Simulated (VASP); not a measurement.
# CoO (P3m1) in VASP: a series of runs

One crystal, CoO, is run at these levels: PBE; tasks: single point.

All numbers are computed with VASP 6.6.1; they aren't measurements. Logs are shortened: lines on timing, memory, paths and dates and some standing lists are left out, and cuts for length are marked.

### 1 The structure

It takes space group P6_3mc (No. 186, hexagonal). The conventional cell has a = 3.198 Å, b = 3.198 Å, c = 5.229 Å, α = 90.00°, β = 90.00°, γ = 120.00°. Co (site symmetry 3m) has 4 O at 1.93 to 1.97 Å as nearest neighbours. O (site symmetry 3m) has 4 Co at 1.93 to 1.97 Å as nearest neighbours.

Measurements of this composition are mostly on another form, of space group No. 225.

### 2 Single point, PBE, collinear spin, ferromagnetic start

Input file INCAR:

```
PREC = Accurate
ENCUT = 350
EDIFF = 1E-6
ISMEAR = 0
SIGMA = 0.05
LREAL = F
LASPH = T
NELM = 100
ALGO = Normal
ISIF = 2
LWAVE = F
LCHARG = F
ISPIN = 2
MAGMOM = 2 2 0 0
LORBIT = 11
LMAXMIX = 4
GGA = PE
NBANDS = 27
ADDGRID = F
```

Input file KPOINTS:

```
Automatic mesh
0
Gamma
  4 4 2
```

Input file POSCAR:

```
CoO
1.0
    3.1976457435      0.0000000000      0.0000000000
   -1.5988228718      2.7692424462      0.0000000000
    0.0000000000      0.0000000000      5.2287097100
Co O
2 2
Direct
    0.3365030000      0.6381030000      0.5003980000
    0.0481210000      0.0161470000     -0.0014250000
    0.3062570000      0.6452830000      0.8672390000
    0.0541720000      0.0112240000      0.3867870000
```

Potentials or basis: VASP PAW PBE potentials, release 64 (Co, O).

On the command line:

```sh
cat potpaw_PBE.64/Co/POTCAR potpaw_PBE.64/O/POTCAR > POTCAR
mpirun -np 1 vasp_std > vasp.out
```

OUTCAR:

```text
PREC = Accurate
   ENCUT = 350
   EDIFF = 1E-6
   ISMEAR = 0
   LREAL = F
   LASPH = T
   NELM = 100
   ISIF = 2
   ISPIN = 2
   LORBIT = 11
   GGA = PE

 Found     20 irreducible k-points:

 Following reciprocal coordinates:
            Coordinates               Weight
  0.000000  0.000000  0.000000      1.000000
  0.250000  0.000000  0.000000      2.000000
  0.000000  0.250000  0.000000      2.000000
 -0.250000  0.250000  0.000000      2.000000
  0.500000  0.000000  0.000000      1.000000
  0.000000  0.500000  0.000000      1.000000
   k-points           NKPTS =     20   k-points in BZ     NKDIM =     20   number of bands    NBANDS=     27
   number of dos      NEDOS =    301   number of ions     NIONS =      4
   total plane-waves  NPLWV =  12800
   dimension x,y,z NGX =    20 NGY =   20 NGZ =   32
   dimension x,y,z NGXF=    40 NGYF=   40 NGZF=   64
   ions per type =               2   2
   NGX,Y,Z   is equivalent  to a cutoff of  10.40, 10.40, 10.17 a.u.
   NGXF,Y,Z  is equivalent  to a cutoff of  20.80, 20.80, 20.35 a.u.
 SYSTEM =  unknown system
   PREC   = accura    normal or accurate (medium, high low for compatibility)
   ISTART =      0    job   : 0-new  1-cont  2-samecut
   ICHARG =      2    charge: 1-file 2-atom 10-const
   ISPIN  =      2    spin polarized calculation?
   LNONCOLLINEAR =      F non collinear calculations
   LSORBIT =      F    spin-orbit coupling
   LASPH  =      T    aspherical Exc in radial PAW
   ENCUT  =  350.0 eV  25.72 Ry    5.07 a.u.   4.88  4.88  7.98*2*pi/ulx,y,z
   NELM   =    100;   NELMIN=  2; NELMDL= -5     # of ELM steps
   EDIFF  = 0.1E-05   stopping-criterion for ELM
   LREAL  =      F    real-space projection
   EDIFFG = 0.1E-04   stopping-criterion for IOM
   NSW    =      0    number of steps for IOM
   IBRION =     -1    ionic relax: 0-MD 1-quasi-New 2-CG
   NFREE  =      0    steps in history (QN), initial steepest desc. (CG)
   ISIF   =      2    stress and relaxation
   ISYM   =      2    0-nonsym 1-usesym 2-fastsym
   POTIM  = 0.5000    time-step for ionic-motion
   TEBEG  =    0.0;   TEEND  =   0.0 temperature during run
   PSTRESS=    0.0 pullay stress
   NELECT =      30.0000    total number of electrons
   NUPDOWN=      -1.0000    fix difference up-down
   EMIN   =  10.00;   EMAX   =-10.00  energy-range for DOS
   EFERMI =   0.00;   METHOD = LEGACY
   ISMEAR =     0;   SIGMA  =   0.05  broadening in eV -4-tet -1-fermi 0-gaus
   EFERMI_NEDOS =   21; number of points for ismear=-14 and -15
   IALGO  =     38    algorithm
   IMIX   =      4    mixing-type and parameters
     AMIX     =   0.40;   BMIX     =  1.00
     AMIX_MAG =   1.60;   BMIX_MAG =  1.00
  volume/ion in A,a.u.               =      11.58        78.11
  Fermi-wavevector in a.u.,A,eV,Ry     =   1.416620  2.677023 27.304329  2.006812
  Thomas-Fermi vector in A             =   2.537935
   LORBIT       =     11    0 simple, 1 ext, 2 COOP (PROOUT), +10 PAW based schemes
   GGA     = PE    functional components
   LHFCALC =     F    Hartree Fock is set to
   AEXX    =    0.0000 exact exchange contribution
   IVDW    =     0    specifies the selected vdW correction
   LEPSILON=     F    determine dielectric tensor
   LRPA    =     F    only Hartree local field effects (RPA)
 spin polarized calculation
 Gauss-broadening in eV      SIGMA  =   0.05
  energy-cutoff  :      350.00
  volume of cell :       46.30
 maximum number of plane-waves:       699
   NGX =  9   NGY =  9   NGZ = 15

 number of electron      29.9999988 magnetization       5.6422910

 Free energy of the ion-electron system (eV)
  ---------------------------------------------------
  ext. energy  EPLUGINS =         0.00000000
  ---------------------------------------------------
  free energy    TOTEN  =       -26.52737506 eV

  energy without entropy =      -26.52390999  energy(sigma->0) =      -26.52564252

 E-fermi :   5.9579     XC(G=0): -11.1217

 val. band max:        5.9560590604   @ k =   0.2500   0.0000   0.0000
 cond. band min:       5.9661981210   @ k =   0.5000   0.5000   0.5000
 fundamental gap:      0.0101390606
 Fermi energy:         5.9578925971

 spin component 1

 k-point     1 :       0.0000    0.0000    0.0000
  band No.  band energies     occupation
      1     -14.1281      1.00000
      2     -13.5102      1.00000
      3      -1.1098      1.00000
      4      -0.4619      1.00000
      5      -0.2641      1.00000
      6      -0.0994      1.00000
[... 19 lines left out ...]
     26      21.6426      0.00000
     27      22.1656      0.00000

 k-point     2 :       0.2500    0.0000    0.0000
  band No.  band energies     occupation
      1     -13.8731      1.00000
      2     -13.3890      1.00000
      3      -0.8628      1.00000
      4      -0.4779      1.00000
      5      -0.3429      1.00000
      6      -0.2232      1.00000
[... 19 lines left out ...]
     26      20.9312      0.00000
     27      21.7555      0.00000

 k-point     3 :       0.0000    0.2500    0.0000
  band No.  band energies     occupation
      1     -13.8384      1.00000
      2     -13.3896      1.00000
      3      -0.8888      1.00000
      4      -0.5463      1.00000
      5      -0.3022      1.00000
      6       0.0716      1.00000
[... 19 lines left out ...]
     26      20.6515      0.00000
     27      21.9787      0.00000

 k-point     4 :      -0.2500    0.2500    0.0000
  band No.  band energies     occupation
      1     -13.8395      1.00000
      2     -13.3913      1.00000
      3      -0.8654      1.00000
      4      -0.5332      1.00000
      5      -0.3061      1.00000
      6       0.0480      1.00000
[... 19 lines left out ...]
     26      20.7442      0.00000
     27      21.9515      0.00000

 k-point     5 :       0.5000    0.0000    0.0000
  band No.  band energies     occupation
      1     -13.5924      1.00000
      2     -13.2875      1.00000
      3      -1.0672      1.00000
      4      -0.6526      1.00000
      5      -0.2879      1.00000
      6      -0.0199      1.00000
[... 19 lines left out ...]
     26      20.4256      0.00000
     27      22.1472      0.00000

 k-point     6 :       0.0000    0.5000    0.0000
  band No.  band energies     occupation
      1     -13.4783      1.00000
      2     -13.3305      1.00000
      3      -0.8954      1.00000
      4      -0.8525      1.00000
      5       0.0148      1.00000
      6       0.4874      1.00000
[... 19 lines left out ...]
     26      20.3491      0.00000
     27      22.4473      0.00000

 [... further k-points ...]

 spin component 2

 k-point     1 :       0.0000    0.0000    0.0000
  band No.  band energies     occupation
      1     -13.5958      1.00000
      2     -12.9467      1.00000
      3      -0.5870      1.00000
      4       0.6802      1.00000
      5       0.8996      1.00000
      6       0.9446      1.00000
[... 19 lines left out ...]
     26      22.0962      0.00000
     27      23.1154      0.00000

 k-point     2 :       0.2500    0.0000    0.0000
  band No.  band energies     occupation
      1     -13.3280      1.00000
      2     -12.8193      1.00000
      3      -0.1901      1.00000
      4       0.3311      1.00000
      5       0.6714      1.00000
      6       0.7542      1.00000
[... 19 lines left out ...]
     26      21.5738      0.00000
     27      22.3300      0.00000

 k-point     3 :       0.0000    0.2500    0.0000
  band No.  band energies     occupation
      1     -13.2927      1.00000
      2     -12.8212      1.00000
      3      -0.0563      1.00000
      4       0.0431      1.00000
      5       0.4700      1.00000
      6       1.1698      1.00000
[... 19 lines left out ...]
     26      21.3098      0.00000
     27      22.5880      0.00000

 k-point     4 :      -0.2500    0.2500    0.0000
  band No.  band energies     occupation
      1     -13.2939      1.00000
      2     -12.8228      1.00000
      3      -0.0626      1.00000
      4       0.1006      1.00000
      5       0.4712      1.00000
      6       1.1452      1.00000
[... 19 lines left out ...]
     26      21.3837      0.00000
     27      22.5850      0.00000

 k-point     5 :       0.5000    0.0000    0.0000
  band No.  band energies     occupation
      1     -13.0295      1.00000
      2     -12.7134      1.00000
      3      -0.4720      1.00000
      4       0.0851      1.00000
      5       0.5983      1.00000
      6       0.7578      1.00000
[... 19 lines left out ...]
     26      21.0219      0.00000
     27      22.8982      0.00000

 k-point     6 :       0.0000    0.5000    0.0000
  band No.  band energies     occupation
      1     -12.9082      1.00000
      2     -12.7656      1.00000
      3      -0.3238      1.00000
      4      -0.2390      1.00000
      5       0.7311      1.00000
      6       1.3502      1.00000
[... 19 lines left out ...]
     26      20.9797      0.00000
     27      23.2267      0.00000

 [... further k-points ...]

------------------------ aborting loop because EDIFF is reached ----------------------------------------

  FORCE on cell =-STRESS in cart. coord.  units (eV):
  Direction    XX          YY          ZZ          XY          YZ          ZX
  --------------------------------------------------------------------------------------
  -------------------------------------------------------------------------------------
  Total       -4.3351610     -1.4180666     -3.5992873     -1.5971709      0.3125876     -0.0882752
  in kB     -150.0133654    -49.0705995   -124.5492839    -55.2683001     10.8167406     -3.0546646
  external PRESSURE =    -107.8777496 kB  Pullay stress =       0.0000000 kB

 VOLUME and BASIS-vectors are now :
 -----------------------------------------------------------------------------
  energy-cutoff  :      350.00
  volume of cell :       46.30
      direct lattice vectors                 reciprocal lattice vectors
     3.197645743  0.000000000  0.000000000     0.312730077  0.180554794  0.000000000
    -1.598822872  2.769242446  0.000000000     0.000000000  0.361109588  0.000000000
     0.000000000  0.000000000  5.228709710     0.000000000  0.000000000  0.191251773

 POSITION                                       TOTAL-FORCE (eV/Angst)
 -----------------------------------------------------------------------------------
      0.05580      1.76706      2.61644         0.310489      0.797936     -0.078836
      0.12806      0.04471      5.22126        -0.432872     -0.238558      0.461580
     -0.05239      1.78695      4.53454         0.503083      0.287467      0.342401
      0.15528      0.03108      2.02240        -0.380700     -0.846844     -0.725145
 -----------------------------------------------------------------------------------
    total drift:                               -0.000704      0.000254     -0.001370

  FREE ENERGIE OF THE ION-ELECTRON SYSTEM (eV)
  ---------------------------------------------------
  free  energy   TOTEN  =       -26.5273750623 eV

  energy  without entropy=      -26.5239099857  energy(sigma->0) =      -26.52564252

 total charge

# of ion       s       p       d       tot
------------------------------------------
    1        0.366   0.475   7.207   8.047
    2        0.342   0.422   7.196   7.961
    3        1.607   3.487   0.000   5.094
    4        1.606   3.482   0.000   5.088
--------------------------------------------------
tot          3.921   7.866  14.403  26.190

 magnetization (x)

# of ion       s       p       d       tot
------------------------------------------
    1        0.019   0.058   2.340   2.418
    2        0.024   0.050   2.345   2.419
    3        0.021   0.292   0.000   0.313
    4        0.021   0.272   0.000   0.293
--------------------------------------------------
tot          0.085   0.672   4.685   5.442
```

Run time: 18 s. Hardware: 1 thread of Intel Xeon 6975P-C (Granite Rapids), shared host; peak memory 0.15 GiB.

The run converged, but a check on its numbers failed (symmetry, net force, bounds or a known fault of this set-up), so they aren't taken as properties of the crystal.

Caveat: the k mesh is coarse (spacing up to 0.60 Å⁻¹), so the values aren't converged; the cutoff lies under the usual one of these potentials, so the numbers hold a large basis-set error; semilocal functionals often make such compounds metallic where correlation or magnetic order opens a gap, which also shifts bond lengths.

### 3 Single point, PBE, collinear spin, ferromagnetic start

INCAR: that of step 2 with these lines changed.

```diff
@@ -1,3 +1,3 @@
 PREC = Accurate
-ENCUT = 350
+ENCUT = 550
 EDIFF = 1E-6
```

Input file KPOINTS:

```
Automatic mesh
0
Gamma
  3 3 2
```

Input file POSCAR:

```
CoO
1.0
    3.1976457435      0.0000000000      0.0000000000
   -1.5988228718      2.7692424462      0.0000000000
    0.0000000000      0.0000000000      5.2287097100
Co O
2 2
Direct
    0.3333333333      0.6666666667      0.5033624100
    0.0000000000      0.0000000000      0.0034741400
    0.3333333333      0.6666666667      0.8715556000
    0.0000000000      0.0000000000      0.3716088500
```

Potentials or basis: VASP PAW PBE potentials, release 64 (Co, O).

On the command line:

```sh
cat potpaw_PBE.64/Co/POTCAR potpaw_PBE.64/O/POTCAR > POTCAR
mpirun -np 1 vasp_std > vasp.out
```

OUTCAR:

```text
PREC = Accurate
   ENCUT = 550
   EDIFF = 1E-6
   ISMEAR = 0
   LREAL = F
   LASPH = T
   NELM = 100
   ISIF = 2
   ISPIN = 2
   LORBIT = 11
   GGA = PE

 Found      6 irreducible k-points:

 Following reciprocal coordinates:
            Coordinates               Weight
  0.000000  0.000000  0.000000      1.000000
  0.333333  0.000000  0.000000      6.000000
  0.333333  0.333333  0.000000      2.000000
  0.000000  0.000000  0.500000      1.000000
[... 453 lines left out ...]
  energy-cutoff  :      550.00
  volume of cell :       46.30
      direct lattice vectors                 reciprocal lattice vectors
     3.197645743  0.000000000  0.000000000     0.312730077  0.180554794  0.000000000
    -1.598822872  2.769242446  0.000000000     0.000000000  0.361109588  0.000000000
     0.000000000  0.000000000  5.228709710     0.000000000  0.000000000  0.191251773

 POSITION                                       TOTAL-FORCE (eV/Angst)
 -----------------------------------------------------------------------------------
     -0.00000      1.84616      2.63194         0.000000     -0.000000     -0.217695
      0.00000      0.00000      0.01817         0.000000     -0.000000     -0.225545
     -0.00000      1.84616      4.55711        -0.000000      0.000000      0.222698
      0.00000      0.00000      1.94303        -0.000000     -0.000000      0.220543
 -----------------------------------------------------------------------------------
    total drift:                               -0.000000     -0.000001     -0.000873

  FREE ENERGIE OF THE ION-ELECTRON SYSTEM (eV)
  ---------------------------------------------------
  free  energy   TOTEN  =       -26.7317832385 eV

  energy  without entropy=      -26.7317529119  energy(sigma->0) =      -26.73176808

 total charge

# of ion       s       p       d       tot
------------------------------------------
    1        0.345   0.431   7.199   7.975
    2        0.345   0.431   7.199   7.975
    3        1.549   3.442   0.000   4.991
    4        1.549   3.442   0.000   4.991
--------------------------------------------------
tot          3.788   7.747  14.398  25.932

 magnetization (x)

# of ion       s       p       d       tot
------------------------------------------
    1        0.016   0.059   2.382   2.458
    2        0.016   0.059   2.382   2.458
    3        0.022   0.301   0.000   0.322
    4        0.022   0.300   0.000   0.322
--------------------------------------------------
tot          0.075   0.720   4.764   5.560
```

Run time: 11 s. Hardware: 1 thread of Intel Xeon 6975P-C (Granite Rapids), shared host; peak memory 0.17 GiB.

These settings aren't checked as converged: the numbers below hold their error.

Results:

```yaml
Free_energy: -26.7318 eV
Pressure: -0.7 GPa
Largest_force: 0.226 eV/Å
Band_gap_on_the_k_mesh: none (metal or under the smearing width)
Net_moment: 5.78 μB per cell
Site_moments: Co +2.46; O +0.32 μB
Valence_electrons_inside_the_program's_atomic_spheres: Co 7.97; O 4.99
```

Caveat: the k mesh is coarse (spacing up to 0.76 Å⁻¹), so the values aren't converged; semilocal functionals often make such compounds metallic where correlation or magnetic order opens a gap, which also shifts bond lengths.

[end of part 1 of 2]
